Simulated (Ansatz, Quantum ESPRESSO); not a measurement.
# Band offsets of the AlAs/GaAs(110) superlattice, 5 + 5 layers, a = 5.625 Å, part 7 of 7

Wanted: the band alignment of the AlAs/GaAs(110) superlattice, 5 + 5 layers, a = 5.625 Å.

Quantum ESPRESSO 7.5; plane-wave DFT, LDA, GBRV ultrasoft pseudopotentials; cross-check by Ansatz 0.2.0 with PAW datasets.

So far. Step 11 (Ground state of the superlattice): The run needed 21 iterations to bring the estimated error under 1e-07 Ry; the largest force on any atom, held or free, is 0.04 eV/Å. Step 14 (Projections on atomic orbitals): The atomic orbitals miss 0.2 % of the occupied states; for empty states the projections can miss much more.

## (18) Offsets by Ansatz's align-bands

Level of this step: band offsets by ansatz align-bands; plane-wave DFT, LDA, Ansatz PAW (Ansatz 0.2.0).

Input file align.yaml:

```yaml
offset:
  left:
    bulk: { run: az.a.run }
    window: [1.988737822087, 5.966213466261]
    period: 3.977475644174
  right:
    bulk: { run: az.b.run }
    window: [11.93242693252, 15.9099025767]
    period: 3.977475644174
  interface: { run: relax.run, axis: 3 }
```

Command:

```console
$ ansatz align-bands align.yaml -- --threads 4 --pin off
```

What it wrote:

```text
Error: offset.right.bulk (az.b.run): the run's report holds no band edges: run a crystal with a gap at scf.occupations.method: fixed (a smearing can hide a gap that it is not narrow beside), with an empty band (scf.n_extra_bands) and scf.self_checks: high or output.eigenvalues: true, and of a metal say metal: true
```

The job ended after 0.07 s (4 threads of AMD EPYC 7R32 (Zen 2), shared host).

The program refused the input before any cycle.

The program's message: “Error: offset.right.bulk (az.b.run): the run's report holds no band edges: run a crystal with a gap at scf.occupations.method: fixed (a smearing can hide a gap that it is not narrow beside), with an e …”

## (19) Ground state of bulk GaAs, with smearing = mv and degauss = 0.05

A sensitivity test on the input.

Level of this step: plane-wave DFT, LDA, GBRV ultrasoft pseudopotentials (Quantum ESPRESSO 7.5).

Input file b.w0.in:

```
&control
  prefix = 'b.w0'
  outdir = './out'
  pseudo_dir = './pseudo'
  calculation = 'scf'
  tprnfor = .true.
/
&system
  ibrav = 0
  nat = 4
  ntyp = 2
  ecutwfc = 40
  ecutrho = 200
  occupations = 'smearing'
  smearing = 'mv'
  degauss = 0.05
/
&electrons
  conv_thr = 1e-07
  mixing_beta = 0.5
  electron_maxstep = 120
/
ATOMIC_SPECIES
  Ga  69.7230  ga_lda_v1.4.uspp.F.UPF
  As  74.9216  as_lda_v1.uspp.F.UPF
CELL_PARAMETERS angstrom
  5.62500000000000 0.00000000000000 0.00000000000000
  0.00000000000000 3.97747564417433 0.00000000000000
  0.00000000000000 0.00000000000000 3.97747564417433
ATOMIC_POSITIONS crystal
  Ga  0.000000000000 0.000000000000 0.000000000000
  As  0.250000000000 0.500000000000 0.000000000000
  Ga  0.500000000000 0.500000000000 0.500000000000
  As  0.750000000000 0.000000000000 0.500000000000
K_POINTS automatic
  6 8 8 0 0 0
```

Command:

```console
$ OMP_NUM_THREADS=1 mpirun -n 4 pw.x -nk 4 -in b.w0.in > b.w0.out
```

What it wrote:

```text
[banner, memory and clock lines left out]
Program PWSCF v.7.5 starts
[citation notice left out]

[...]
Message from routine setup:
[...]
bravais-lattice index     =            0
     lattice parameter (alat)  =      10.6297  a.u.
     unit-cell volume          =     600.5293 (a.u.)^3
     number of atoms/cell      =            4
     number of atomic types    =            2
     number of electrons       =        48.00
     number of Kohn-Sham states=           29
     kinetic-energy cutoff     =      40.0000  Ry
     charge density cutoff     =     200.0000  Ry
     scf convergence threshold =      1.0E-07
     mixing beta               =       0.5000
     number of iterations used =            8  plain     mixing
     Exchange-correlation= SLA  PZ   NOGX NOGC
                           (   1   1   0   0   0   0   0)

[...]
PseudoPot. # 1 for Ga read from file:
     ./pseudo/ga_lda_v1.4.uspp.F.UPF
     Pseudo is Ultrasoft + core correction, Zval = 19.0
     Generated by new atomic code, or converted to UPF format
     Using radial grid of  871 points,  6 beta functions with:
                l(1) =   0
                l(2) =   0
                l(3) =   1
                l(4) =   1
                l(5) =   2
                l(6) =   2
     Q(r) pseudized with  8 coefficients,  rinner =    1.250   1.250   1.250
                                                       1.250   1.250

     PseudoPot. # 2 for As read from file:
     ./pseudo/as_lda_v1.uspp.F.UPF
     Pseudo is Ultrasoft + core correction, Zval =  5.0
     Generated by new atomic code, or converted to UPF format
     Using radial grid of  875 points,  6 beta functions with:
                l(1) =   0
                l(2) =   0
                l(3) =   1
                l(4) =   1
                l(5) =   2
                l(6) =   2
     Q(r) pseudized with  8 coefficients,  rinner =    1.300   1.300   1.300
                                                       1.300   1.300

     atomic species   valence    mass     pseudopotential
     Ga               19.00    69.72300     Ga( 1.00)
     As                5.00    74.92160     As( 1.00)

      8 Sym. Ops. (no inversion) found

[...]
number of k points=    60  Marzari-Vanderbilt smearing, width (Ry)=  0.0500
[...]
Dense  grid:    28675 G-vectors     FFT dimensions: (  48,  36,  36)

     Smooth grid:    20399 G-vectors     FFT dimensions: (  45,  32,  32)

     Initial potential from superposition of free atoms

     starting charge      45.9996, renormalised to      48.0000
     Starting wfcs are   32 randomized atomic wfcs

     per-process dynamical memory:    44.1 Mb

     Self-consistent Calculation

     iteration #  1     ecut=    40.00 Ry     beta= 0.50
     Davidson diagonalization with overlap
     ethr =  1.00E-02,  avg # of iterations =  3.8

     total energy              =    -903.08559442 Ry
     estimated scf accuracy    <      13.11826197 Ry

     iteration #  2     ecut=    40.00 Ry     beta= 0.50
[...]
total energy              =    -909.24582795 Ry
     estimated scf accuracy    <       4.26639034 Ry

     iteration #  3     ecut=    40.00 Ry     beta= 0.50
[...]
Minimization algorithm failed to find Fermi energy: reverting to bisection
     Possible cause: smearing is larger than the electronic band-gap.

[...]
total energy              =    -909.61057766 Ry
     estimated scf accuracy    <       0.33036218 Ry

     iteration #  4     ecut=    40.00 Ry     beta= 0.50
[...]
Minimization algorithm failed to find Fermi energy: reverting to bisection
     Possible cause: smearing is larger than the electronic band-gap.

[...]
total energy              =    -909.63615956 Ry
     estimated scf accuracy    <       0.02897242 Ry

     iteration #  5     ecut=    40.00 Ry     beta= 0.50
[...]
Minimization algorithm failed to find Fermi energy: reverting to bisection
     Possible cause: smearing is larger than the electronic band-gap.

[...]
total energy              =    -909.64513985 Ry
     estimated scf accuracy    <       0.00049453 Ry

     iteration #  6     ecut=    40.00 Ry     beta= 0.50
[...]
Minimization algorithm failed to find Fermi energy: reverting to bisection
     Possible cause: smearing is larger than the electronic band-gap.

[...]
total energy              =    -909.64544030 Ry
     estimated scf accuracy    <       0.00004973 Ry

     iteration #  7     ecut=    40.00 Ry     beta= 0.50
[...]
Minimization algorithm failed to find Fermi energy: reverting to bisection
     Possible cause: smearing is larger than the electronic band-gap.

[...]
total energy              =    -909.64545815 Ry
     estimated scf accuracy    <       0.00000254 Ry

     iteration #  8     ecut=    40.00 Ry     beta= 0.50
[...]
Minimization algorithm failed to find Fermi energy: reverting to bisection
     Possible cause: smearing is larger than the electronic band-gap.

[...]
total energy              =    -909.64545865 Ry
     estimated scf accuracy    <       0.00000157 Ry

     iteration #  9     ecut=    40.00 Ry     beta= 0.50
[...]
Minimization algorithm failed to find Fermi energy: reverting to bisection
     Possible cause: smearing is larger than the electronic band-gap.

[...]
End of self-consistent calculation

          k = 0.0000 0.0000 0.0000 (  2541 PWs)   bands (ev):

   -86.7975 -86.7975 -86.7975 -86.7969 -86.7968 -86.7968  -7.8121  -7.6929
    -7.6929  -7.6928  -7.6406  -7.6406  -7.6365  -7.6087  -7.6085  -7.5946
    -5.7380  -3.1669   0.2059   4.4227   4.4227   7.1623   7.1623   7.1627
     7.5676   8.4821   8.7038  10.8551  10.8553

          k = 0.0000 0.0000 0.1768 (  2557 PWs)   bands (ev):

   -86.7975 -86.7974 -86.7974 -86.7971 -86.7970 -86.7970  -7.8086  -7.7037
    -7.6908  -7.6893  -7.6461  -7.6424  -7.6319  -7.6094  -7.6083  -7.5965
    -5.6124  -3.1553   0.2557   3.8744   4.5330   5.6189   6.7450   7.0978
     8.6869   8.7071   9.6326  10.8706  10.9764

[...]
the Fermi energy is     7.0292 ev

!    total energy              =    -909.64545911 Ry
     estimated scf accuracy    <       0.00000003 Ry
     smearing contrib. (-TS)   =       0.01221992 Ry
     internal energy E=F+TS    =    -909.65767903 Ry

     The total energy is F=E-TS. E is the sum of the following terms:
     one-electron contribution =    -811.39108727 Ry
     hartree contribution      =     421.17461773 Ry
     xc contribution           =    -157.78982026 Ry
     ewald contribution        =    -361.65138923 Ry

     convergence has been achieved in   9 iterations

     Forces acting on atoms (cartesian axes, Ry/au):

     atom    1 type  1   force =     0.00000000    0.00000000    0.00000000
     atom    2 type  2   force =     0.00000035    0.00000000    0.00000000
     atom    3 type  1   force =     0.00000000    0.00000000    0.00000000
     atom    4 type  2   force =    -0.00000035    0.00000000    0.00000000

     Total force =     0.000000     Total SCF correction =     0.000025
     SCF correction compared to forces is large: reduce conv_thr to get better values

[...]
```

It took 15 s on 4 MPI ranks; peak memory 0.43 GiB.

The changed values were drawn from a wide range, not chosen for quality; the comparison shows what they did here together.

Beside the run it was changed from:

| quantity | this run | unchanged run | difference |
| --- | --- | --- | --- |
| free energy (eV) | -12376.36 | -12376.40 | 0.048 |
| wall time (s) | 15 | 15 |  |
| SCF iterations | 9 | 9 |  |

The free energy moves by +12 meV an atom.

The free energy holds the smearing's entropy term, so it moves with degauss by construction.

## (20) Outcome

```json
{
  "valence top of GaAs less that of AlAs": "0.49 eV",
  "conduction bottom of GaAs less that of AlAs": "-0.41 eV",
  "gap of bulk AlAs along the path": "1.30 eV",
  "gap of bulk GaAs along the path": "0.40 eV"
}
```

What this shows: The valence top of GaAs lies 0.49 eV above that of AlAs, and its conduction bottom 0.41 eV below (LDA, GBRV ultrasoft). At this level the alignment is straddling (type I): one gap lies inside the other. The conduction bottom lies at X in AlAs and at Γ in GaAs, so the conduction offset joins unlike valleys. The atoms are held on ideal sites, so the interface is not relaxed. The thickness of the layers was not varied. Both crystals are held cubic at a = 5.625 Å, a typed value between or near their lattice constants, which no run here tested; a real film grown on one of them would be clamped in the plane and relax along the normal. Semilocal gaps are too small and can put the valleys in the wrong order, which spoils the conduction offset more than the valence offset. Spin-orbit coupling is left out; depending on the atoms that carry the levels of interest, it can split and shift them by tens to hundreds of meV.

Comparison with the measured values:

| quantity | measured | LDA, GBRV ultrasoft |
| --- | --- | --- |
| valence-band offset (valence top of GaAs over that of AlAs) (eV) | 0.53 | 0.49 (-0.04 eV) |

Measured values from arxiv:1007.2635 (2010).

**Verdict.** The valence-band offset is off by -0.04 eV: good agreement. The grades are ours: good and fair within 20 and 40 % for the valence-band offset. For valence-band offset the calculation has a static lattice, without zero-point motion or thermal motion.

[Logs are printed without paths, hosts, clocks, repeated set-up lines and the standing remarks that a program may print on its own settings, such as how far it seeks lower states.]

[Hosts, paths, dates, database ids (printed as entryN), source tags and the programs' standing remarks are cut or masked in the printed files.]

[Maps of the electrostatic potential energy from Ansatz leave out the sawtooth potential of an applied field or a dipole correction, so their vacuum need not be flat; planar profiles and work functions include it.]
